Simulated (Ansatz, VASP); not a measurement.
# Two plane-wave programs on BeTe

```
Te Be
1.0
     0.00000    2.77000    2.77000
     2.77000    0.00000    2.77000
     2.77000    2.77000    0.00000
Te Be
1 1
Direct
  0.75000 0.75000 0.75000
  0.00000 0.00000 0.00000
```

Alike in both runs: task relaxation of cell and atoms; functional PBEsol; dispersion D4; k mesh 8 × 8 × 8; occupations fermi-dirac, width 0.05 eV; no spin polarisation.

|  | VASP | Ansatz |
| --- | --- | --- |
| version | VASP 6.6.1 | Ansatz 0.2.0 |
| potentials or method | VASP PAW PBE potentials, release 64 (Te, Be) | Ansatz PAW |
| plane-wave cutoff (eV) | 600 | 420 |
| valence electrons in the cell | 8 | 18 |

Ansatz gave:

```
relaxed volume (Å³/atom)                                     : 21.55
relaxed cell length with the largest relative difference (Å) : 3.935
energy change over the relaxation (meV/atom)                 : -1
```

What did VASP give for the same quantities?

Relaxed volume (Å³/atom): 21.64; relaxed cell length with the largest relative difference (Å): 3.941; energy change over the relaxation (meV/atom): -1.

The two sets of potentials don't hold the same shells in valence.

Caveats: the PAW data sets were made with another functional, which shifts forces and pressure a little (VASP); the plane-wave basis is chosen anew once the cell has moved, so the energies of steps on either side of that aren't comparable (Ansatz); the PAW data sets come from PBE, with cores solved anew for the run's functional, which leaves a small shift of forces and pressure (Ansatz). Zero-point motion and thermal expansion aren't in these numbers. A k mesh can miss the band edges.
